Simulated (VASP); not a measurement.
# AgCl, Born charge from the Berry-phase polarisation: which settings are enough?

AgCl, Fm-3m (no. 225), 2 atoms in the cell. PBE, Born charge from Berry-phase polarisation; PAW potentials Ag, Cl (PBE set). VASP 6.6.1.

Wanted: Born charge by displacement within 0.02 e.

Geometry: relaxed with this functional; Atom moved (from 0): 1.

The series start from k mesh: 6x6x6; Displacement (Å): 0.02; Plane-wave cutoff (eV): 340; SCF threshold (eV): 1e-7; Precision mode: Accurate. Each series keeps the choices made before it, and each single choice may use up half of a tolerance. Times cover all steps of a run.

## k mesh

| k mesh | Born charge by displacement (e) | Time (s) |
|---|---|---|
| 4x4x4 | -1.444 | 73 |
| 6x6x6 | -1.445 | 80 |
| 8x8x8 | -1.447 | 94 |
| 10x10x10 | -1.448 | 120 |
| 12x12x12 (reference) | -1.448 | 154 |

Chosen: 4x4x4, the loosest value from which every tighter one stays within half of the tolerance.

## Displacement (Å)

| Displacement (Å) | Born charge by displacement (e) | Time (s) |
|---|---|---|
| 0.02 | -1.444 | 73 |
| 0.005 | -1.444 | 73 |
| 0.05 | -1.443 | 73 |
| 0.15 | -1.435 | 73 |

Chosen: 0.02; no other choice that stays within half of the tolerance saves 30 % of the time.

## Plane-wave cutoff (eV)

| Plane-wave cutoff (eV) | Born charge by displacement (e) | Time (s) |
|---|---|---|
| 210 | -1.463 | 58 |
| 260 | -1.446 | 65 |
| 300 | -1.446 | 69 |
| 340 | -1.444 | 73 |
| 420 (reference) | -1.444 | 150 |

Chosen: 260.

## SCF threshold (eV)

| SCF threshold (eV) | Born charge by displacement (e) | Time (s) |
|---|---|---|
| 0.0001 | -1.446 | 64 |
| 1e-5 | -1.446 | 65 |
| 1e-6 | -1.446 | 65 |
| 1e-7 | -1.446 | 65 |
| 1e-8 (reference) | -1.446 | 66 |

Chosen: 0.0001.

## Precision mode

| Precision mode | Born charge by displacement (e) | Time (s) |
|---|---|---|
| Accurate | -1.446 | 64 |
| Normal | -1.446 | 61 |
| Single | -1.446 | 63 |

Chosen: Accurate.

## All choices together

| Input | Born charge by displacement (e) | Time (s) |
|---|---|---|
| program defaults, KSPACING-like mesh of 0.5 per A (naive) | no result | 68 |
| chosen settings | -1.446 | 64 |
| reference settings throughout | -1.448 | 334 |

The tolerance is met.

## The input

INCAR.step1:
```
ALGO = Normal
EDIFF = 1E-8
ENCUT = 260
GGA = PE
ISMEAR = 0
KPAR = 2
LASPH = T
LCHARG = F
LEPSILON = T
LREAL = F
LWAVE = F
NELM = 120
PREC = Accurate
SIGMA = 0.02
```

INCAR.step2, as INCAR.step1 but for:
```
- EDIFF = 1E-8
- KPAR = 2
- LEPSILON = T
+ DIPOL = 0.127 0.213 0.319
+ EDIFF = 1E-4
+ KPAR = 1
+ LCALCPOL = T
```

KPOINTS.step1:
```
k-points
0
Gamma
  10 10 10
```

KPOINTS.step2:
```
Automatic mesh
0
Gamma
  4 4 4
  0 0 0
```

POSCAR.step1:
```
AgCl
1.0
    0.0000000000      2.8031453128      2.8031453128
    2.8031453128      0.0000000000      2.8031453128
    2.8031453128      2.8031453128      0.0000000000
Ag Cl
1 1
Direct
    0.0000000000      0.0000000000      0.0000000000
    0.5000000000      0.5000000000      0.5000000000
```

POSCAR.step2:
```
AgCl
 1.0000000000000000
    -0.0000000000000000    2.8031453127762229    2.8031453127762229
     2.8031453127762229    0.0000000000000000    2.8031453127762229
     2.8031453127762229    2.8031453127762229    0.0000000000000000
 Ag  Cl
   1   1
Direct
  0.0000000000000000  0.0000000000000000 -0.0000000000000000
  0.5035674211944783  0.4964325788055219  0.4964325788055218
```

POSCAR.step3:
```
AgCl
 1.0000000000000000
    -0.0000000000000000    2.8031453127762229    2.8031453127762229
     2.8031453127762229    0.0000000000000000    2.8031453127762229
     2.8031453127762229    2.8031453127762229    0.0000000000000000
 Ag  Cl
   1   1
Direct
  0.0000000000000000  0.0000000000000000 -0.0000000000000000
  0.4964325788055217  0.5035674211944781  0.5035674211944783
```

Commands (each step's output is kept before the next begins):
```
cat potpaw_PBE.64/Ag/POTCAR potpaw_PBE.64/Cl/POTCAR > POTCAR
cp INCAR.step1 INCAR
cp KPOINTS.step1 KPOINTS
cp POSCAR.step1 POSCAR
mpirun -np 2 vasp_std > vasp.out
rm WAVECAR CHG
cp INCAR.step2 INCAR
cp KPOINTS.step2 KPOINTS
cp POSCAR.step2 POSCAR
mpirun -np 2 vasp_std > vasp.out
rm WAVECAR CHG
cp POSCAR.step3 POSCAR
mpirun -np 2 vasp_std > vasp.out
```

The chosen input took VASP 6.6.1 64 s on 2 cores (Intel Xeon Platinum 8259CL @ 2.50GHz (Skylake/Cascade Lake)), a shared host.

## An input that fails: wide smearing, so the filled bands are not separate

It runs to its end, but its output holds no dipole.

Changes against the starting input:
```
- ISMEAR = 0
- SIGMA = 0.02
+ ISMEAR = -1
+ SIGMA = 1.0
```
